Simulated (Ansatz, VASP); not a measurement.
## Hf in VASP and in Ansatz

File POSCAR:

```
Hf
1.0
    0.0000000000      2.2389399613      2.2389399613
    2.2389399613      0.0000000000      2.2389399613
    2.2389399613      2.2389399613      0.0000000000
Hf
1
Direct
    0.0000000000      0.0000000000      0.0000000000
```

File INCAR.step1:

```
  ALGO = Normal
  EDIFF = 1E-4
  ENCUT = 520
  GGA = PE
  ISMEAR = 0
  LASPH = T
  LCHARG = F
  LREAL = F
  LWAVE = T
  NBANDS = 11
  NELM = 100
  PREC = Accurate
  SIGMA = 0.05
```

The input INCAR.step2:

```
  ALGO = Normal
  EDIFF = 1E-7
  ENCUT = 520
  ISIF = 2
  ISMEAR = 0
  ISTART = 1
  LASPH = T
  LCHARG = F
  LMIXTAU = T
  LREAL = F
  LWAVE = F
  METAGGA = R2SCAN
  NBANDS = 11
  NELM = 100
  PREC = Accurate
  SIGMA = 0.05
```

File KPOINTS:

```
k-points
0
Gamma
  16 16 16
```

Input for Ansatz:

```yaml
crystal:
  lattice:
    - [0.0, 2.2389399613, 2.2389399613]
    - [2.2389399613, 0.0, 2.2389399613]
    - [2.2389399613, 2.2389399613, 0.0]
  atoms:
    - { symbol: Hf, position: [0.0, 0.0, 0.0] }
basis:
  ecutwfc: 600
  ecutrho_ratio: 5
kpoints:
  mp_grid: { grid: [16, 16, 16] }
hamiltonian:
  xc: r2scan
scf:
  occupations: { method: gaussian, width: 0.05 }
output:
  forces: true
  stress: true
  eigenvalues: true
```

The cell was built by a generator and needn't be a form met in nature.

Alike in both runs: task single point; functional r2SCAN; k mesh 16 × 16 × 16; occupations gaussian, width 0.05 eV; no spin polarisation.

```csv
,VASP,Ansatz
version,VASP 6.6.1,Ansatz 0.2.0
potentials or method,"VASP PAW PBE potentials, release 64 (Hf_pv)","scalar-relativistic, plane waves, PAW"
plane-wave cutoff (eV),520,600
valence electrons in the cell,10,26
```

VASP gave:

| Quantity | Value |
| --- | --- |
| pressure (GPa) | -0.4 |

Problem. What did Ansatz give for the same quantities?

Solution. Pressure (GPa): 0.1.

The two sets of potentials don't hold the same shells in valence.

Caveats: the PAW data sets were made with another functional, which shifts forces and pressure a little (VASP). Spin-orbit coupling is left out, which matters for the levels of Hf.
